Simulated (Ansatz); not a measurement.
The system is Ta2C.

```
CELL_PARAMETERS angstrom
3.10590 0.00000 0.00000
-1.55295 2.68979 0.00000
0.00000 0.00000 4.94640
ATOMIC_POSITIONS crystal
Ta 0.66667 0.33333 0.74799
Ta 0.33333 0.66667 0.25201
C 0.00000 0.00000 0.00000
```

```yaml
Program: Ansatz 0.2.0
Task: relaxation of cell and atoms
Functional: LDA
Potentials_or_basis: Ansatz PAW
Cutoff: "420 eV (not typed: the program's choice for these potentials)"
k_mesh: 10 × 10 × 6
Occupations: fermi-dirac, width 0.05 eV
Spin: no spin polarisation
Hubbard_terms: Ta d U = 3 eV
```

At the start: volume 13.77 Å³/atom.

Problem. Where does the relaxation end?

Solution. It ends after 5 steps and the volume is 13.45 Å³/atom (-2.4 %); space group P-3m1 (No. 164, to 0.05 Å).

The path:
```
step  energy change (eV)  largest force (eV/Å)  volume (Å³)
   1              0.0000                0.0313        41.32
   2             -0.0195                0.0789        40.59
   3             -0.0210                0.0314        40.44
   4             -0.0215                0.0016        40.34
   5             -0.0203                0.0021        40.34
```

Final structure:
```cif
data_structure
_symmetry_space_group_name_H-M 'P 1'
_symmetry_Int_Tables_number 1
_cell_length_a 3.0835
_cell_length_b 3.0835
_cell_length_c 4.8989
_cell_angle_alpha 90.000
_cell_angle_beta 90.000
_cell_angle_gamma 120.000
_cell_volume 40.34
loop_
_atom_site_label
_atom_site_type_symbol
_atom_site_fract_x
_atom_site_fract_y
_atom_site_fract_z
_atom_site_occupancy
Ta1 Ta 0.66667 0.33333 0.74628 1
Ta2 Ta 0.33333 0.66667 0.25372 1
C1 C 0.00000 0.00000 0.00000 1
```

Caveat: the plane-wave basis is chosen anew once the cell has moved, so the energies of steps on either side of that aren't comparable; U without spin polarisation on a metal has little footing; the PAW data sets come from PBE, with cores solved anew for the run's functional, which leaves a small shift of forces and pressure; the U is typed as a test and isn't derived for this compound.
